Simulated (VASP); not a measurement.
# Rh (Im-3m) in VASP: further runs

Runs on Rh. Level: PBE. Tasks: single point.

Program: VASP 6.6.1. These are calculated values, not measurements. Logs are shortened: lines on timing, memory, paths and dates and some standing lists are left out, and cuts for length are marked.

### Step 1. The structure

It takes space group Im-3m (No. 229, cubic). Conventional cell: a = 3.016 Å, b = 3.016 Å, c = 3.016 Å, α = 90.00°, β = 90.00°, γ = 90.00°. Rh (site symmetry m-3m) has 8 Rh at 2.61 Å as nearest neighbours.

The cell was built by a generator and needn't be a form met in nature.

### Step 2. Single point, PBE

File INCAR:

```
SYSTEM = Rh
PREC = Accurate
ENCUT = 520
EDIFF = 1E-7
ISMEAR = 0
SIGMA = 0.05
LREAL = .False.
LASPH = .True.
NELM = 100
ALGO = Normal
ISIF = 2
LWAVE = .False.
LCHARG = .False.
GGA = PE
NBANDS = 14
```

File KPOINTS:

```
Automatic mesh
0
Gamma
  10 10 10
  0 0 0
```

File POSCAR:

```
Rh
1.0
   -1.5080309994      1.5080309994      1.5080309994
    1.5080309994     -1.5080309994      1.5080309994
    1.5080309994      1.5080309994     -1.5080309994
Rh
1
Direct
    0.0000000000      0.0000000000      0.0000000000
```

Potentials or basis: VASP PAW PBE potentials, release 64 (Rh_pv).

Started as:

```
$ cat potpaw_PBE.64/Rh_pv/POTCAR > POTCAR
$ mpirun -np 1 vasp_std > vasp.out
```

OUTCAR:

```text
SYSTEM = Rh
   PREC = Accurate
   ENCUT = 520
   EDIFF = 1E-7
   ISMEAR = 0
   LREAL = .False.
   LASPH = .True.
   NELM = 100
   ISIF = 2
   GGA = PE

 ion  position               nearest neighbor table
   1  0.000  0.000  0.000-

  LATTYP: Found a body centered cubic cell.
 ALAT       =     3.0160619988

  Lattice vectors:

 A1 = (  -1.5080309994,   1.5080309994,   1.5080309994)
 A2 = (   1.5080309994,  -1.5080309994,   1.5080309994)
 A3 = (   1.5080309994,   1.5080309994,  -1.5080309994)

Analysis of symmetry for initial positions (statically):
=====================================================================
 Subroutine PRICEL returns:
 Original cell was already a primitive cell.

 Routine SETGRP: Setting up the symmetry group for a
 body centered cubic supercell.

 Subroutine GETGRP returns: Found 48 space group operations
 (whereof 48 operations were pure point group operations)
 out of a pool of 48 trial point group operations.

The static configuration has the point symmetry O_h .

Analysis of symmetry for dynamics (positions and initial velocities):
=====================================================================
 Subroutine PRICEL returns:
 Original cell was already a primitive cell.

 Routine SETGRP: Setting up the symmetry group for a
 body centered cubic supercell.

 Subroutine GETGRP returns: Found 48 space group operations
 (whereof 48 operations were pure point group operations)
 out of a pool of 48 trial point group operations.

The dynamic configuration has the point symmetry O_h .

 Subroutine INISYM returns: Found 48 space group operations
 (whereof 48 operations are pure point group operations),
 and found     1 'primitive' translations

----------------------------------------------------------------------------------------

                                     Primitive cell

  volume of cell :      13.7180

  direct lattice vectors                    reciprocal lattice vectors
    -1.508030999  1.508030999  1.508030999     0.000000000  0.331558171  0.331558171
     1.508030999 -1.508030999  1.508030999     0.331558171  0.000000000  0.331558171
     1.508030999  1.508030999 -1.508030999     0.331558171  0.331558171  0.000000000

  length of vectors
     2.611986310  2.611986310  2.611986310     0.468894062  0.468894062  0.468894062

  position of ions in fractional coordinates (direct lattice)
     0.000000000  0.000000000  0.000000000
[... 83 lines left out ...]
   ISYM   =      2    0-nonsym 1-usesym 2-fastsym
   POTIM  = 0.5000    time-step for ionic-motion
   TEBEG  =    0.0;   TEEND  =   0.0 temperature during run
   PSTRESS=    0.0 pullay stress
   NELECT =      15.0000    total number of electrons
   NUPDOWN=      -1.0000    fix difference up-down
   EMIN   =  10.00;   EMAX   =-10.00  energy-range for DOS
   EFERMI =   0.00;   METHOD = LEGACY
   ISMEAR =     0;   SIGMA  =   0.05  broadening in eV -4-tet -1-fermi 0-gaus
   EFERMI_NEDOS =   21; number of points for ismear=-14 and -15
   IALGO  =     38    algorithm
   IMIX   =      4    mixing-type and parameters
     AMIX     =   0.40;   BMIX     =  1.00
     AMIX_MAG =   1.60;   BMIX_MAG =  1.00
  volume/ion in A,a.u.               =      13.72        92.57
  Fermi-wavevector in a.u.,A,eV,Ry     =   1.686585  3.187184 38.702725  2.844570
  Thomas-Fermi vector in A             =   2.769224
   LORBIT       =      0    0 simple, 1 ext, 2 COOP (PROOUT), +10 PAW based schemes
   GGA     = PE    functional components
   LHFCALC =     F    Hartree Fock is set to
   AEXX    =    0.0000 exact exchange contribution
   IVDW    =     0    specifies the selected vdW correction
   LEPSILON=     F    determine dielectric tensor
   LRPA    =     F    only Hartree local field effects (RPA)
 non-spin polarized calculation
 Gauss-broadening in eV      SIGMA  =   0.05
  energy-cutoff  :      520.00
  volume of cell :       13.72
 maximum number of plane-waves:       382
   NGX =  9   NGY =  9   NGZ =  9

 number of electron      14.9999993 magnetization

 Free energy of the ion-electron system (eV)
  ---------------------------------------------------
  ext. energy  EPLUGINS =         0.00000000
  ---------------------------------------------------
  free energy    TOTEN  =        -6.88087645 eV

  energy without entropy =       -6.87730282  energy(sigma->0) =       -6.87908963

 E-fermi :  11.7718     XC(G=0): -14.0236

 val. band max:       11.7467714313   @ k =   0.3000   0.2000   0.2000
 cond. band min:      11.8049907781   @ k =  -0.4000   0.4000   0.4000
 fundamental gap:      0.0582193468
 Fermi energy:        11.7717581464

 k-point     1 :       0.0000    0.0000    0.0000
  band No.  band energies     occupation
      1     -34.2604      2.00000
      2     -34.2604      2.00000
      3     -34.2604      2.00000
      4       3.9791      2.00000
      5       8.7938      2.00000
      6       8.7938      2.00000
      7       8.7938      2.00000
      8      11.3146      2.00000
      9      11.3146      2.00000
     10      30.2839      0.00000
     11      30.2839      0.00000
     12      30.2839      0.00000
     13      32.8106      0.00000
     14      40.5694      0.00000
[... 377 lines left out ...]
      1     -34.7504      2.00000
      2     -34.4541      2.00000
      3     -34.3181      2.00000
      4       6.4417      2.00000
      5       8.0714      2.00000
      6       9.0765      2.00000
      7      10.5100      2.00000
      8      11.3938      2.00000
      9      12.1958      0.00000
     10      26.8070      0.00000
     11      28.8455      0.00000
     12      32.5450      0.00000
     13      32.8108      0.00000
     14      35.8254      0.00000

 [... further k-points ...]

------------------------ aborting loop because EDIFF is reached ----------------------------------------

  FORCE on cell =-STRESS in cart. coord.  units (eV):
  Direction    XX          YY          ZZ          XY          YZ          ZX
  --------------------------------------------------------------------------------------
  -------------------------------------------------------------------------------------
  Total        1.2191048      1.2191048      1.2191048     -0.0000000     -0.0000000     -0.0000000
  in kB      142.3838763    142.3838763    142.3838763     -0.0000000     -0.0000000     -0.0000000
  external PRESSURE =     142.3838763 kB  Pullay stress =       0.0000000 kB

 VOLUME and BASIS-vectors are now :
 -----------------------------------------------------------------------------
  energy-cutoff  :      520.00
  volume of cell :       13.72
      direct lattice vectors                 reciprocal lattice vectors
    -1.508030999  1.508030999  1.508030999     0.000000000  0.331558171  0.331558171
     1.508030999 -1.508030999  1.508030999     0.331558171  0.000000000  0.331558171
     1.508030999  1.508030999 -1.508030999     0.331558171  0.331558171  0.000000000

 POSITION                                       TOTAL-FORCE (eV/Angst)
 -----------------------------------------------------------------------------------
      0.00000      0.00000      0.00000        -0.000000      0.000000     -0.000000
 -----------------------------------------------------------------------------------
    total drift:                                0.000000     -0.000000      0.000000

  FREE ENERGIE OF THE ION-ELECTRON SYSTEM (eV)
  ---------------------------------------------------
  free  energy   TOTEN  =        -6.8808764509 eV

  energy  without entropy=       -6.8773028168  energy(sigma->0) =       -6.87908963
```

stdout:

```text
POSCAR found type information on POSCAR Rh
 POSCAR found :  1 types and       1 ions
 scaLAPACK will be used
 LDA part: xc-table for (Slater+PW92), standard interpolation
 POSCAR, INCAR and KPOINTS ok, starting setup
 FFT: planning ... GRIDC
 FFT: planning ... GRID_SOFT
 FFT: planning ... GRID
 WAVECAR not read
 entering main loop
```

It took 7 s on 1 thread of Intel Xeon Platinum 8488C (Sapphire Rapids), shared host; peak memory 0.13 GiB.

Results:

| Item | Value |
| --- | --- |
| Free energy | -6.8809 eV |
| Pressure | 14.2 GPa |
| Band gap on the k mesh | none (metal or under the smearing width) |

### Step 3. Single point, PBE, non-collinear spin, zero start, spin-orbit coupling

This run uses another cell than the first one, of 14.47 Å³/atom, 1.055 times its volume.

File INCAR:

```
SYSTEM = Rh
PREC     = Accurate       ! precision mode
ENCUT    = 520            ! plane-wave cutoff, eV
EDIFF    = 1E-6           ! SCF threshold, eV
ISMEAR   = 0              ! smearing method
SIGMA    = 0.05           ! smearing width, eV
LREAL    = .False.        ! projectors in reciprocal space
LASPH    = .True.         ! aspherical terms in the spheres
NELM     = 150            ! most SCF steps
ALGO     = Fast           ! electronic algorithm
ISIF     = 2              ! what is computed and relaxed
LWAVE    = .False.        ! write WAVECAR
LCHARG   = .False.        ! write CHGCAR
LNONCOLLINEAR= .True.         ! non-collinear magnetism
MAGMOM   = 0 0 0          ! initial moments
LORBIT   = 11             ! projections on sites
LSORBIT  = .True.         ! spin-orbit coupling
GGA_COMPAT= .False.      
LORBMOM  = .True.       
LMAXMIX  = 4              ! l up to which the mixer works
GGA      = PE             ! functional
NBANDS   = 26             ! bands
```

File KPOINTS:

```
Automatic mesh
0
Gamma
  20 20 20
  0 0 0
```

File POSCAR:

```
Rh
1.0
   -1.5352354798      1.5352354798      1.5352354798
    1.5352354798     -1.5352354798      1.5352354798
    1.5352354798      1.5352354798     -1.5352354798
Rh
1
Direct
    0.0000000000      0.0000000000      0.0000000000
```

Potentials or basis: VASP PAW PBE potentials, release 64 (Rh_pv).

Started as:

```
$ cat potpaw_PBE.64/Rh_pv/POTCAR > POTCAR
$ mpirun -np 1 vasp_ncl > vasp.out
```

Run time: 2.4 min. Hardware: 1 thread of Intel Xeon Platinum 8488C (Sapphire Rapids), shared host; peak memory 0.25 GiB.

Results (log left out):

- Free energy: -7.0692 eV
- Pressure: 0.2 GPa
- Net moment: 0.00 μB per cell
- Valence electrons inside the program's atomic spheres: Rh 13.73

Moments on the atoms (μB; x, y, z):
```
Rh  0.00 0.00 0.00
```
